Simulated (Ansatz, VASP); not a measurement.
## One calculation of Mo, two programs

```
CELL_PARAMETERS angstrom
2.73702 0.00000 0.00000
-0.91234 2.58049 0.00000
0.00000 0.00000 18.46954
ATOMIC_POSITIONS crystal
Mo 0.50000 0.50000 0.37900
Mo 0.00000 0.00000 0.49564
Mo 0.50000 0.50000 0.61226
```

Alike in both runs: functional PBE; k mesh 11 × 11 × 1; occupations gaussian, width 0.1 eV; no spin polarisation.

Ansatz relaxed the structure, and its values are those at the end. VASP's run is a single point on that final structure, the one shown.

|  | VASP | Ansatz |
| --- | --- | --- |
| version | VASP 6.6.1 | Ansatz 0.2.0 |
| potentials or method | VASP PAW PBE potentials, release 64 (Mo_sv) | scalar-relativistic, plane waves, PAW |
| plane-wave cutoff (eV) | 520 | 420 |
| valence electrons in the cell | 42 | 42 |

```csv
,VASP,Ansatz,Ansatz less VASP
gap on the k mesh at the Fermi level (eV),none,none,-
rms of the force components (eV/Å),0.013,0.000,-0.0121
"work function, face that differs most (eV)",4.51,4.68,+0.171
```

A gap of «none» marks a metal or a gap that the smearing closes. The functional is the same, so the differences come from potentials, cutoffs and numerics.
